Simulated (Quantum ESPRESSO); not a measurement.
## TiO2: zone-centre phonons under several settings

```xyz
6
Lattice="4.5998 0.0000 0.0000 0.0000 4.5998 0.0000 0.0000 0.0000 2.9592" Properties=species:S:1:pos:R:3 pbc="T T T"
Ti    0.0000    0.0000    1.4796
Ti    2.2999    2.2999    0.0000
O     1.3998    1.3998    1.4796
O     0.9001    3.6997    0.0000
O     3.6997    0.9001    0.0000
O     3.2000    3.2000    1.4796
```

The cell is a database's computed one.

All runs used Quantum ESPRESSO 7.5; k mesh 2 × 2 × 4, shifted; relaxed cell; no spin polarisation; cutoff 1143 eV; occupations smeared at first, fixed for the response.

```csv
level,potentials,volume (Å³/atom),pressure (GPa),lowest optical mode without the field (cm⁻¹),highest optical mode without the field (cm⁻¹),sum of the Born charges (e)
LDA,PseudoDojo 0.4.1 SR LDA standard,10.04,0.0,95i,822,-0.11
PBE,PseudoDojo 0.4.1 SR PBE standard,10.62,0.0,178i,774,-0.12
BLYP,PseudoDojo 0.4.1 SR PBE standard,10.92,0.1,176i,758,-0.12
RPBE,PseudoDojo 0.4.1 SR PBE standard,10.85,0.1,209i,754,-0.12
PW91,PseudoDojo 0.4.1 SR PBE standard,?,0.0,?,?,?
vdW-DF-cx,PseudoDojo 0.4.1 SR PBE standard,10.37,0.0,123i,800,-0.12
```

Problem. What stands in the row left open?

Solution. Volume 10.59 Å³/atom; lowest optical mode without the field 174i cm⁻¹; highest optical mode without the field 779 cm⁻¹; sum of the Born charges -0.12 e.

Values marked i are imaginary: the cell is unstable against those modes at that level, or the meshes are too thin.

Caveats: all runs use coarse meshes; some modes are imaginary; the potentials were made for another functional, which shifts forces and pressure (some runs); before the sum rule the acoustic modes lie tens of cm⁻¹ from zero, a sign that the density grid also shifts the optical modes (some runs).

For the row left open. Caveat: the k mesh is coarse (spacing up to 0.68 Å⁻¹), so the values aren't converged; the mesh is thin for the dielectric tensor, Born charges and intensities, which usually come out too large; the potentials were made for another functional, which shifts forces and pressure; some modes are imaginary; before the sum rule the acoustic modes lie tens of cm⁻¹ from zero, a sign that the density grid also shifts the optical modes; the Born charges break their sum rule by 0.12 e, a sign of too thin a mesh.
